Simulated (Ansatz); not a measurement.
# K: the crystal squeezed far

The task here is to estimate one member of a computed series from the others.

Computed with Ansatz 0.2.0 (DFT PBE, with the methods named in each step, unless a step's input says otherwise).

## Starting point

The structure is cubic, space group Pm-3m (No. 221). Conventional cell: a = 4.302 Å, b = 4.302 Å, c = 4.302 Å, α = 90.00°, β = 90.00°, γ = 90.00°. Around K (site symmetry m-3m) lie 6 K at 4.30 Å.

Structure file:

```cif
data_structure
_symmetry_space_group_name_H-M 'Pm-3m'
_symmetry_Int_Tables_number 221
_cell_length_a 4.3024
_cell_length_b 4.3024
_cell_length_c 4.3024
_cell_angle_alpha 90.000
_cell_angle_beta 90.000
_cell_angle_gamma 90.000
_cell_volume 79.64
loop_
_atom_site_label
_atom_site_type_symbol
_atom_site_symmetry_multiplicity
_atom_site_Wyckoff_symbol
_atom_site_fract_x
_atom_site_fract_y
_atom_site_fract_z
_atom_site_occupancy
K1 K 1 a 0.00000 0.00000 0.00000 1
```

The file gives the conventional cell by its symmetry; the runs use the cell typed in the input.

Whether this phase is the stable one at these pressures isn't tested.

Set-up of the first run:

Input file input.yaml:

```yaml
crystal:
  lattice:
    - [4.302420847, 0.0, 0.0]
    - [0.0, 4.302420847, 0.0]
    - [0.0, 0.0, 4.302420847]
  atoms:
    - { symbol: K, position: [0.0, 0.0, 0.0] }
kpoints:
  mp_grid: { grid: [10, 10, 10] }
scf:
  occupations: { method: fermi_dirac, width: 0.08 }
hamiltonian:
  xc: pbe
  pseudopotentials: { kind: paw }
output:
  forces: true
  stress: true
relax:
  f_tol: 0.005
  max_steps: 40
  cell: {}
```

Run with:

```
$ ansatz run input.yaml --threads 1 --pin off --max-ram 2048MiB --backend cpu --events-out ev --progress --plain --runs-dir out
```

Steps of the session up to this table: Cell relaxed at zero pressure, PAW; Volume scaled by 1, PAW; Volume scaled by 0.95, PAW; Volume scaled by 0.85, PAW; Volume scaled by 0.75, PAW; Volume scaled by 0.65, PAW; Volume scaled by 0.55, PAW; Volume scaled by 0.45, PAW; Volume scaled by 0.4, PAW; Volume scaled by 0.4, PAW (source ansatz).

One of the session's tables, all rows but one given; the rest of the session is left out.

| method | volume over the first | volume (Å³/atom) | pressure (GPa) |
| --- | --- | --- | --- |
| PAW | 1 | 79.641 | -0.01 |
| PAW | 0.95 | 75.659 | 0.14 |
| PAW | 0.85 | ? | ? |
| PAW | 0.75 | 59.731 | 1.33 |
| PAW | 0.65 | 51.767 | 2.62 |
| PAW | 0.55 | 43.803 | 4.96 |
| PAW | 0.45 | 35.839 | 9.24 |
| PAW | 0.4 | 31.857 | 12.18 |
| PAW (source ansatz) | 0.4 | 31.857 | 12.19 |

Estimate the missing values for PAW, 0.85.

As computed: volume (Å³/atom): 67.695; pressure (GPa): 0.59. In the column «volume (Å³/atom)» it lies between PAW, 0.75 (59.731) and PAW, 0.95 (75.659).
